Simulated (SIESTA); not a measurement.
Crystal: Se.

```
Se
1.0
     4.36620    0.00000    0.00000
    -2.18310    3.78124    0.00000
     0.00000    0.00000    4.95360
Se
3
Direct
  0.77460 0.77460 0.00000
  0.00000 0.22540 0.66667
  0.22540 0.00000 0.33333
```

Base run:

```yaml
Program: SIESTA 5.4.2
Functional: PBEsol
Potentials_or_basis: PseudoDojo 0.4 standard (PBEsol files)
Basis: TZDP (energy shift 0.003 Ry; two zetas on semicore shells)
Grid_cutoff: 500 Ry
Energy_shift: 0.003 Ry
k_mesh: 7 × 7 × 6
Occupations: fermi-dirac, width 0.05 eV
Spin: no spin polarisation
```

Its results: band gap on the k mesh 1.11 eV, indirect (least direct gap 1.38 eV); pressure 3.6 GPa; largest force 1.221 eV/Å.

After a change of settings the same cell gave: band gap on the k mesh 1.02 eV, indirect (least direct gap 1.30 eV); pressure 4.4 GPa; largest force 1.508 eV/Å. Which change was it?
A. basis from TZDP (energy shift 0.003 Ry; two zetas on semicore shells) to SZP (energy shift 0.003 Ry)
B. basis from TZDP (energy shift 0.003 Ry; two zetas on semicore shells) to SZ (energy shift 0.003 Ry)
C. basis from TZDP (energy shift 0.003 Ry; two zetas on semicore shells) to DZP (energy shift 0.003 Ry; two zetas on semicore shells)

C.

Caveats: the mesh misses the band edges, which the band path finds closer together; the basis of atomic orbitals isn't converged, which shifts pressures, moduli and gaps; forces of over 1 eV/Å show positions far from the minimum, so gaps and moduli don't describe the material at rest.
